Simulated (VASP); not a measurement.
# AgO (F-43m) in VASP: a series of runs, part 2 of 2

VASP 6.6.1.

**3. Single point, PBEsol (equal strain along all axes, cell held, atoms relaxed: -4.5 %)**

The input, INCAR:

```
PREC = Accurate ; ENCUT = 520
EDIFF = 1E-7 ; ISMEAR = 0
SIGMA = 0.1 ; LREAL = F
LASPH = T ; NELM = 100
ALGO = Fast ; ISIF = 2
LWAVE = F ; LCHARG = F
GGA = PS ; NBANDS = 25
```

The input, KPOINTS:

```
Automatic mesh
0
Gamma
  12 12 8
```

The input, POSCAR:

```
AgO
1.0
    2.3633079001      2.3633079001      0.0000000000
   -2.3633079001      2.3633079001      0.0000000000
    0.0000000000      0.0000000000      4.7266158003
Ag O
2 2
Direct
    0.0000000000      0.0000000000      0.0000000000
    0.5000000000      0.5000000000      0.5000000000
    0.5000000000      0.0000000000      0.2500000000
    0.0000000000      0.5000000000      0.7500000000
```

Potentials or basis: VASP PAW PBE potentials, release 64 (Ag, O).

On the command line:

```sh
$ cat potpaw_PBE.64/Ag/POTCAR potpaw_PBE.64/O/POTCAR > POTCAR
$ mpirun -np 1 vasp_std > vasp.out
```

OUTCAR:

```text
PREC = Accurate
   ENCUT = 520
   EDIFF = 1E-7
   ISMEAR = 0
   LREAL = F
   LASPH = T
   NELM = 100
   ISIF = 2
   GGA = PS

 ion  position               nearest neighbor table
   1  0.000  0.000  0.000-   3 2.05   4 2.05   4 2.05   3 2.05   2 3.34   2 3.34   2 3.34   2 3.34
                             2 3.34   2 3.34   2 3.34   2 3.34
   2  0.500  0.500  0.500-   3 2.05   4 2.05   3 2.05   4 2.05   1 3.34   1 3.34   1 3.34   1 3.34
                             1 3.34   1 3.34   1 3.34   1 3.34
   3  0.500  0.000  0.250-   1 2.05   2 2.05   2 2.05   1 2.05
   4  0.000  0.500  0.750-   1 2.05   2 2.05   1 2.05   2 2.05

  LATTYP: Found a simple tetragonal cell.
 ALAT       =     3.3422220844
 C/A-ratio  =     1.4142135624

  Lattice vectors:

 A1 = (   2.3633079001,   2.3633079001,   0.0000000000)
 A2 = (  -2.3633079001,   2.3633079001,   0.0000000000)
 A3 = (   0.0000000000,   0.0000000000,   4.7266158003)

Analysis of symmetry for initial positions (statically):
=====================================================================
 Subroutine PRICEL returns following result:

[... 187 lines left out ...]
  ext. energy  EPLUGINS =         0.00000000
  ---------------------------------------------------
  free energy    TOTEN  =       -15.71670736 eV

  energy without entropy =      -15.69573919  energy(sigma->0) =      -15.70622328

 E-fermi :   5.5971     XC(G=0): -11.6139

 val. band max:        5.5953055405   @ k =   0.2500   0.0833   0.3750
 cond. band min:       5.6107477616   @ k =   0.3333   0.0000   0.1250
 fundamental gap:      0.0154422211
 Fermi energy:         5.5970588305

 k-point     1 :       0.0000    0.0000    0.0000
  band No.  band energies     occupation
      1     -13.2422      2.00000
      2     -12.6950      2.00000
      3      -1.2538      2.00000
      4      -0.9537      2.00000
      5      -0.9537      2.00000
      6      -0.9537      2.00000
[... 661 lines left out ...]
     24      17.2490      0.00000
     25      18.2738      0.00000

 [... further k-points ...]
[... 5 lines left out ...]
  --------------------------------------------------------------------------------------
  -------------------------------------------------------------------------------------
  Total        6.9121865      6.9121865      6.9073804      0.0000000      0.0000000      0.0000000
  in kB      209.7515197    209.7515197    209.6056802      0.0000000      0.0000000      0.0000000
  external PRESSURE =     209.7029065 kB  Pullay stress =       0.0000000 kB

 VOLUME and BASIS-vectors are now :
 -----------------------------------------------------------------------------
  energy-cutoff  :      520.00
  volume of cell :       52.80
      direct lattice vectors                 reciprocal lattice vectors
     2.363307900  2.363307900  0.000000000     0.211567862  0.211567862  0.000000000
    -2.363307900  2.363307900  0.000000000    -0.211567862  0.211567862  0.000000000
     0.000000000  0.000000000  4.726615800     0.000000000  0.000000000  0.211567862

 POSITION                                       TOTAL-FORCE (eV/Angst)
 -----------------------------------------------------------------------------------
      0.00000      0.00000      0.00000        -0.000000      0.000000     -0.000000
      0.00000      2.36331      2.36331         0.000000      0.000000     -0.000000
      1.18165      1.18165      1.18165        -0.000000     -0.000000     -0.000000
     -1.18165      1.18165      3.54496        -0.000000     -0.000000      0.000000
 -----------------------------------------------------------------------------------
    total drift:                               -0.000000      0.000000      0.000000

  FREE ENERGIE OF THE ION-ELECTRON SYSTEM (eV)
  ---------------------------------------------------
  free  energy   TOTEN  =       -15.7167073649 eV

  energy  without entropy=      -15.6957391933  energy(sigma->0) =      -15.70622328
```

Wall time 79 s (1 thread of Intel Xeon 6975P-C (Granite Rapids), shared host); peak memory 0.28 GiB.

What came out:

```yaml
Free_energy: -15.7167 eV
Pressure: 21.0 GPa
Band_gap_on_the_k_mesh: none (metal or under the smearing width)
```

Caveat: so large a pressure means that the cell lies far from this level's equilibrium, or that cutoff or potentials fall short; the potentials were made for another functional, which shifts forces and pressure.

**4. Single point, PBEsol**

This run uses another cell than the first one: it holds 2 atoms, not 4.

The input, INCAR:

```
PREC = Accurate
ENCUT = 520
EDIFF = 1E-6
ISMEAR = 0
SIGMA = 0.1
LREAL = False
LASPH = True
NELM = 100
ALGO = Fast
ISIF = 2
LWAVE = False
LCHARG = True
GGA = PS
LELF = True
LVHAR = True
NBANDS = 16
```

The input, KPOINTS:

```
regular mesh
0
Gamma
  14 14 14
```

The input, POSCAR:

```
AgO
1.0
    0.0000000000      2.4746679470      2.4746679470
    2.4746679470      0.0000000000      2.4746679470
    2.4746679470      2.4746679470      0.0000000000
Ag O
1 1
Direct
    0.0000000000      0.0000000000      0.0000000000
    0.7500000000      0.7500000000      0.7500000000
```

On the command line:

```sh
$ cat potpaw_PBE.64/Ag/POTCAR potpaw_PBE.64/O/POTCAR > POTCAR
$ mpirun -np 1 vasp_std > vasp.out
```

Run time: 26 s. Hardware: 1 thread of Intel Xeon 6975P-C (Granite Rapids), shared host; peak memory 0.19 GiB.

The run converged. Its results:

```yaml
Free_energy: -8.0839 eV
Pressure: -0.1 GPa
Band_gap_on_the_k_mesh: none (metal or under the smearing width)
```

Levels at points of the mesh, in eV from the Fermi level:
```tsv
k point	band 7	band 8	band 9	band 10	band 11	band 12
(0.00, 0.00, 0.00)	0.30	0.82	0.82	0.82	13.66	13.66
(0.50, 0.00, 0.00)	-2.66	-0.03	-0.03	5.29	6.76	13.52
(0.50, 0.50, 0.00)	-1.74	-1.29	-1.29	5.90	8.59	11.24
```

Caveat: the PAW data sets were made with another functional, which shifts forces and pressure a little; an odd number of electrons without spin polarisation forces a metal; a magnetic or distorted state may lie lower.

**5. Overview**

| cell | k mesh | further INCAR settings | gap on the mesh (eV) | pressure (GPa) |
| --- | --- | --- | --- | --- |
| equal strain along all axes, cell held, atoms relaxed: +3.0 % | 12 × 12 × 8 | ALGO = Fast; EDIFF = 1e-06; NBANDS = 25 | none | -7.8 |
| equal strain along all axes, cell held, atoms relaxed: -4.5 % | 12 × 12 × 8 | ALGO = Fast; EDIFF = 1e-07; NBANDS = 25 | none | 21.0 |
| as given | 14 × 14 × 14 | ALGO = Fast; EDIFF = 1e-06; NBANDS = 16 | none | -0.1 |

Alike in all rows: task single point; level PBEsol; potentials or basis VASP PAW PBE potentials, release 64 (Ag, O); no spin polarisation; cutoff (eV) 520; smearing gaussian 0.1 eV.

Caveats: the PAW data sets were made with another functional, which shifts forces and pressure a little (some runs); so large a pressure means that the cell lies far from this level's equilibrium, or that cutoff or potentials fall short (some runs); the potentials were made for another functional, which shifts forces and pressure (some runs); an odd number of electrons without spin polarisation forces a metal (some runs); a magnetic or distorted state may lie lower (some runs).

Total energies depend on the potentials used, so only differences within one code and one set of settings carry meaning.
